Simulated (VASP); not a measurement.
Input of a VASP 6.6.1 run:

File run.py:

```python
from ase import Atoms
from ase.calculators.vasp import Vasp
from ase.filters import FrechetCellFilter
from ase.optimize import BFGS

atoms = Atoms(
    ['Ni', 'Ni', 'O', 'O', 'O', 'O'],
    cell=[[2.798781865, 0.0, 0.0], [-1.3993909325, 2.4238161948, 0.0], [0.0, 0.0, 9.236546]],
    scaled_positions=[[0.0, 0.0, 0.25], [0.0, 0.0, 0.75], [0.3333333333, 0.6666666667, 0.1469805], [0.3333333333, 0.6666666667, 0.6469805], [0.6666666667, 0.3333333333, 0.3530195], [0.6666666667, 0.3333333333, 0.8530195]],
    pbc=True,
)
atoms.set_initial_magnetic_moments([1.0, -1.0, 0.0, 0.0, 0.0, 0.0])
calc = Vasp(
    directory='calc',
    xc='lda',
    pp='LDA',
    setups='recommended',
    prec='Accurate',
    encut=600,
    ediff=1e-06,
    ismear=0,
    sigma=0.05,
    lreal=False,
    lasph=True,
    nelm=100,
    algo='Normal',
    isif=2,
    lwave=False,
    lcharg=False,
    ispin=2,
    lorbit=11,
    lmaxmix=4,
    ldautype=2,
    ldauprint=1,
    ldau_luj={'Ni': {'L': 2, 'U': 1, 'J': 1.0}},
    kpts=[11, 11, 3],
    gamma=True,
)
atoms.calc = calc
opt = BFGS(FrechetCellFilter(atoms), trajectory='relax.traj')
converged = opt.run(fmax=0.01, steps=40)
print('converged:', converged)

print('energy (eV):', atoms.get_potential_energy())
print('free energy (eV):', atoms.get_potential_energy(force_consistent=True))
print('forces (eV/A):')
print(atoms.get_forces())
print('stress (eV/A^3, Voigt):', atoms.get_stress())
print('Fermi level (eV):', calc.get_fermi_level())
print('moment (muB):', atoms.get_magnetic_moment())
print('site moments (muB):', atoms.get_magnetic_moments())
print('cell (A, degrees):', atoms.cell.cellpar())
print('volume (A^3):', atoms.get_volume())
print('scaled positions:')
print(atoms.get_scaled_positions())
```

Potentials or basis: VASP PAW LDA potentials, release 64 (Ni, O).

Launch:

```sh
$ python run.py
```

**Question.** What does it give for the space group after relaxing (to 0.05 Å)?

**Answer.** P-3m1 (No. 164).

**Question.** What does it give for the relaxed volume?

**Answer.** 9.12 Å³/atom.

**Question.** Estimate the band gap on the k mesh.

**Answer.** 0.64 eV.

Step by step:
| step | energy change (eV) | largest force (eV/Å) | pressure (GPa) | volume (Å³) |
| --- | --- | --- | --- | --- |
| 1 | 0.0000 | 0.8020 | -10.73 | 62.66 |
| 2 | -0.0485 | 0.5332 | -8.29 | 62.35 |
| 3 | -0.0931 | 0.1390 | -2.00 | 61.54 |
| 4 | -0.0947 | 0.1070 | -2.16 | 61.49 |
| 5 | -0.1037 | 0.0595 | -2.06 | 60.74 |
| 6 | -0.1049 | 0.0504 | -1.09 | 60.25 |
| 7 | -0.1049 | 0.0035 | -0.31 | 60.01 |
| 8 | -0.1049 | 0.0228 | 0.02 | 59.91 |
| 9 | -0.1056 | 0.0800 | 0.66 | 59.67 |
| 10 | -0.1069 | 0.1628 | 1.59 | 59.13 |
| 11 | -0.1103 | 0.2846 | 3.04 | 57.88 |
| 12 | -0.1155 | 0.3802 | 4.37 | 56.03 |
| 13 | -0.1230 | 0.3395 | 4.01 | 54.69 |
| 14 | -0.1342 | 0.1448 | 1.28 | 54.62 |
| 15 | -0.1368 | 0.0176 | 0.04 | 54.76 |
| 16 | -0.1367 | 0.0002 | -0.01 | 54.74 |

Caveat: an odd mesh through Γ misses points on the zone boundary, where band edges often lie.
